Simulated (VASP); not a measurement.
# WSe2 in VASP: a series of runs, part 2 of 2

VASP 6.6.1.

## 4. Relaxation of cell and atoms, r2SCAN+rVV10

Contents of INCAR:

```
PREC     = Accurate       # precision mode
ENCUT    = 600            # plane-wave cutoff, eV
EDIFF    = 1E-7           # SCF threshold, eV
ISMEAR   = 0              # smearing method
SIGMA    = 0.03           # smearing width, eV
LREAL    = F              # projectors in reciprocal space
LASPH    = T              # aspherical terms in the spheres
NELM     = 120            # most SCF steps
ALGO     = Normal         # electronic algorithm
ISIF     = 3              # what is computed and relaxed
LWAVE    = F              # write WAVECAR
LCHARG   = F              # write CHGCAR
METAGGA  = R2SCAN         # meta-GGA
LMIXTAU  = T            
LUSE_VDW = T            
IVDW_NL  = 2            
BPARAM   = 11.95        
CPARAM   = 0.0093       
IBRION   = 2              # ionic algorithm
NSW      = 90             # ionic steps
EDIFFG   = -0.005         # ionic threshold
LATTICE_CONSTRAINTS= .TRUE. .TRUE. .FALSE.
KPAR     = 2
```

Contents of KPOINTS:

```
Automatic mesh
0
Gamma
  12 12 1
```

Contents of POSCAR:

```
WSe2                                    
1.0
    3.3049163623      0.0000000000      0.0000000000
   -1.6524581812      2.8621415287      0.0000000000
    0.0000000000      0.0000000000     21.3462600000
  Se              W             
     2     1
Direct
     0.3333333300000021    0.6666666699999979    0.4219132696885827
     0.3333333300000021    0.6666666699999979    0.5780867303114172
     0.6666666699999979    0.3333333300000021    0.5000000000000000
```

Potentials or basis: VASP PAW PBE potentials, release 64 (Se, W_sv).

Started as:

```sh
$ cat potpaw_PBE.64/Se/POTCAR potpaw_PBE.64/W_sv/POTCAR > POTCAR
$ mpirun -np 2 vasp_std > vasp.out
```

OUTCAR:

```text
PREC = Accurate
   ENCUT = 600
   EDIFF = 1E-7
   ISMEAR = 0
   LREAL = F
   LASPH = T
   NELM = 120
   ISIF = 3
   METAGGA = R2SCAN
   IVDW_NL = 2
   BPARAM = 11.95
   IBRION = 2
   NSW = 90
   EDIFFG = -0.005

 ion  position               nearest neighbor table
   1  0.333  0.667  0.422-   3 2.53   3 2.53   3 2.53
   2  0.333  0.667  0.578-   3 2.53   3 2.53   3 2.53
   3  0.667  0.333  0.500-   1 2.53   2 2.53   1 2.53   2 2.53   1 2.53   2 2.53

  LATTYP: Found a hexagonal cell.
 ALAT       =     3.3049163623
 C/A-ratio  =     6.4589410623

  Lattice vectors:

 A1 = (   3.3049163623,   0.0000000000,   0.0000000000)
 A2 = (  -1.6524581812,   2.8621415287,   0.0000000000)
 A3 = (   0.0000000000,   0.0000000000,  21.3462600000)

Analysis of symmetry for initial positions (statically):
=====================================================================
 Subroutine PRICEL returns:
 Original cell was already a primitive cell.

 Routine SETGRP: Setting up the symmetry group for a
 hexagonal supercell.

 Subroutine GETGRP returns: Found 12 space group operations
 (whereof 12 operations were pure point group operations)
 out of a pool of 24 trial point group operations.

The static configuration has the point symmetry D_3h.

Analysis of symmetry for dynamics (positions and initial velocities):
=====================================================================
 Subroutine PRICEL returns:
 Original cell was already a primitive cell.

 Routine SETGRP: Setting up the symmetry group for a
 hexagonal supercell.

 Subroutine GETGRP returns: Found 12 space group operations
 (whereof 12 operations were pure point group operations)
 out of a pool of 24 trial point group operations.

The dynamic configuration has the point symmetry D_3h.

 Subroutine INISYM returns: Found 12 space group operations
 (whereof 12 operations are pure point group operations),
 and found     1 'primitive' translations

----------------------------------------------------------------------------------------

                                     Primitive cell

  volume of cell :     201.9172

  direct lattice vectors                    reciprocal lattice vectors
     3.304916362  0.000000000  0.000000000     0.302579518  0.174694366  0.000000000
    -1.652458181  2.862141529  0.000000000     0.000000000  0.349388732  0.000000000
     0.000000000  0.000000000 21.346260000     0.000000000  0.000000000  0.046846614

  length of vectors
     3.304916362  3.304916364 21.346260000     0.349388732  0.349388732  0.046846614

  position of ions in fractional coordinates (direct lattice)
     0.333333330  0.666666670  0.421913270
     0.333333330  0.666666670  0.578086730
     0.666666670  0.333333330  0.500000000

  ion indices of the primitive-cell ions
   primitive index   ion index
                 1           1
                 2           2
                 3           3

----------------------------------------------------------------------------------------

 KPOINTS: Automatic mesh

Automatic generation of k-mesh.
 Grid dimensions read from file:
 generate k-points for:   12   12    1

 Generating k-lattice:

  Cartesian coordinates                     Fractional coordinates (reciprocal lattice)
     0.025214960  0.014557864  0.000000000     0.083333333  0.000000000  0.000000000
     0.000000000  0.029115728  0.000000000     0.000000000  0.083333333  0.000000000
     0.000000000  0.000000000  0.046846614     0.000000000  0.000000000  1.000000000

  Length of vectors
     0.029115728  0.029115728  0.046846614

  Shift w.r.t. Gamma in fractional coordinates (k-lattice)
     0.000000000  0.000000000  0.000000000

 Subroutine IBZKPT returns following result:
 ===========================================

 Found     19 irreducible k-points:

 Following reciprocal coordinates:
            Coordinates               Weight
  0.000000  0.000000  0.000000      1.000000
  0.083333 -0.000000  0.000000      6.000000
  0.166667  0.000000  0.000000      6.000000
  0.250000 -0.000000  0.000000      6.000000
  0.333333  0.000000  0.000000      6.000000
  0.416667  0.000000  0.000000      6.000000
[... 11 lines left out ...]
  0.333333  0.250000  0.000000     12.000000
  0.333333  0.333333  0.000000      2.000000
   k-points           NKPTS =     19   k-points in BZ     NKDIM =     19   number of bands    NBANDS=     17
   number of dos      NEDOS =    301   number of ions     NIONS =      3
   total plane-waves  NPLWV = 141120
   dimension x,y,z NGX =    28 NGY =   28 NGZ =  180
   dimension x,y,z NGXF=    56 NGYF=   56 NGZF=  360
   ions per type =               2   1
   NGX,Y,Z   is equivalent  to a cutoff of  14.08, 14.08, 14.02 a.u.
   NGXF,Y,Z  is equivalent  to a cutoff of  28.17, 28.17, 28.04 a.u.
 SYSTEM =  unknown system
   PREC   = accura    normal or accurate (medium, high low for compatibility)
   ISTART =      0    job   : 0-new  1-cont  2-samecut
   ICHARG =      2    charge: 1-file 2-atom 10-const
   ISPIN  =      1    spin polarized calculation?
   LNONCOLLINEAR =      F non collinear calculations
   LSORBIT =      F    spin-orbit coupling
   LASPH  =      T    aspherical Exc in radial PAW
   ENCUT  =  600.0 eV  44.10 Ry    6.64 a.u.   6.60  6.60 42.63*2*pi/ulx,y,z
   NELM   =    120;   NELMIN=  2; NELMDL= -5     # of ELM steps
   EDIFF  = 0.1E-06   stopping-criterion for ELM
   LREAL  =      F    real-space projection
   EDIFFG = -.5E-02   stopping-criterion for IOM
   NSW    =     90    number of steps for IOM
   IBRION =      2    ionic relax: 0-MD 1-quasi-New 2-CG
   NFREE  =      1    steps in history (QN), initial steepest desc. (CG)
   ISIF   =      3    stress and relaxation
   ISYM   =      2    0-nonsym 1-usesym 2-fastsym
   POTIM  = 0.5000    time-step for ionic-motion
   TEBEG  =    0.0;   TEEND  =   0.0 temperature during run
   PSTRESS=    0.0 pullay stress
   NELECT =      26.0000    total number of electrons
   NUPDOWN=      -1.0000    fix difference up-down
   EMIN   =  10.00;   EMAX   =-10.00  energy-range for DOS
   EFERMI =   0.00;   METHOD = LEGACY
   ISMEAR =     0;   SIGMA  =   0.03  broadening in eV -4-tet -1-fermi 0-gaus
   EFERMI_NEDOS =   21; number of points for ismear=-14 and -15
   IALGO  =     38    algorithm
   IMIX   =      4    mixing-type and parameters
     AMIX     =   0.40;   BMIX     =  1.00
     AMIX_MAG =   1.60;   BMIX_MAG =  1.00
  volume/ion in A,a.u.               =      67.31       454.20
  Fermi-wavevector in a.u.,A,eV,Ry     =   0.826688  1.562213  9.298393  0.683413
  Thomas-Fermi vector in A             =   1.938763
   LORBIT       =      0    0 simple, 1 ext, 2 COOP (PROOUT), +10 PAW based schemes
   METAGGA = R2SCAN    functional components
   LHFCALC =     F    Hartree Fock is set to
   AEXX    =    0.0000 exact exchange contribution
   IVDW_NL    =     2    kernel type
   BPARAM     =11.9500
   IVDW    =     0    specifies the selected vdW correction
   LEPSILON=     F    determine dielectric tensor
   LRPA    =     F    only Hartree local field effects (RPA)
 conjugate gradient relaxation of ions
 non-spin polarized calculation
 Gauss-broadening in eV      SIGMA  =   0.03
  energy-cutoff  :      600.00
  volume of cell :      201.92
 maximum number of plane-waves:      6805
 NGX is ok and might be reduce to    28
   NGX = 13   NGY = 13   NGZ = 85

 number of electron      25.9999999 magnetization

 Free energy of the ion-electron system (eV)
  ---------------------------------------------------
  ext. energy  EPLUGINS =         0.00000000
  ---------------------------------------------------
  free energy    TOTEN  =       -81.06734137 eV

  energy without entropy =      -81.06734137  energy(sigma->0) =      -81.06734137

 E-fermi :  -1.8326     XC(G=0):  -3.8153

 val. band max:       -1.9978802515   @ k =   0.3333   0.3333   0.0000
 cond. band min:      -0.3117088526   @ k =   0.3333   0.3333   0.0000
 fundamental gap:      1.6861713989
 Fermi energy:        -1.8326000531

 k-point     1 :       0.0000    0.0000    0.0000
  band No.  band energies     occupation
      1     -77.9846      2.00000
      2     -41.5701      2.00000
      3     -41.4564      2.00000
      4     -41.4564      2.00000
      5     -17.4143      2.00000
      6     -16.0578      2.00000
[... 357 lines left out ...]
      4     -41.5171      2.00000
      5     -15.0562      2.00000
      6     -14.9201      2.00000
[... 9 lines left out ...]
     16       1.7338      0.00000
     17       3.2659      0.00000

------------------------ aborting loop because EDIFF is reached ----------------------------------------

  FORCE on cell =-STRESS in cart. coord.  units (eV):
  Direction    XX          YY          ZZ          XY          YZ          ZX
  --------------------------------------------------------------------------------------
  -------------------------------------------------------------------------------------
  Total       -0.0110374     -0.0110374     -0.0212948      0.0000000      0.0000000      0.0000000
  in kB       -0.0875796     -0.0875796     -0.1689706      0.0000000      0.0000000      0.0000000
  external PRESSURE =      -0.1147099 kB  Pullay stress =       0.0000000 kB

 VOLUME and BASIS-vectors are now :
 -----------------------------------------------------------------------------
  energy-cutoff  :      600.00
  volume of cell :      201.92
      direct lattice vectors                 reciprocal lattice vectors
     3.304916362  0.000000000  0.000000000     0.302579518  0.174694366  0.000000000
    -1.652458181  2.862141529  0.000000000     0.000000000  0.349388732  0.000000000
     0.000000000  0.000000000 21.346260000     0.000000000  0.000000000  0.046846614

 POSITION                                       TOTAL-FORCE (eV/Angst)
 -----------------------------------------------------------------------------------
     -0.00000      1.90809      9.00627         0.000000      0.000000      0.001479
     -0.00000      1.90809     12.33999         0.000000      0.000000     -0.001479
      1.65246      0.95405     10.67313        -0.000000     -0.000000      0.000000
 -----------------------------------------------------------------------------------
    total drift:                               -0.000009      0.000005      0.000000

  FREE ENERGIE OF THE ION-ELECTRON SYSTEM (eV)
  ---------------------------------------------------
  free  energy   TOTEN  =       -81.0673413734 eV

  energy  without entropy=      -81.0673413734  energy(sigma->0) =      -81.06734137

 reached required accuracy - stopping structural energy minimisation
```

It took 32 min on 2 MPI ranks of Intel Xeon Platinum 8259CL at 2.50GHz (Skylake/Cascade Lake), shared host; peak memory 0.92 GiB.

What came out:

```
Free energy            : -81.0673 eV
Band gap on the k mesh : 1.69 eV, direct
```

Final structure:
```
Se W
1.0
     3.30492    0.00000    0.00000
    -1.65246    2.86214    0.00000
     0.00000    0.00000   21.34626
Se W
2 1
Direct
  0.33333 0.66667 0.42191
  0.33333 0.66667 0.57809
  0.66667 0.33333 0.50000
```

Caveat: the relaxation stopped at its first step, so nothing moved; the PAW data sets were made with another functional, which shifts forces and pressure a little; spin-orbit coupling is left out, which moves the levels of the heavy elements. r2SCAN opens gaps a little over a GGA but as a rule still falls short of measured ones.
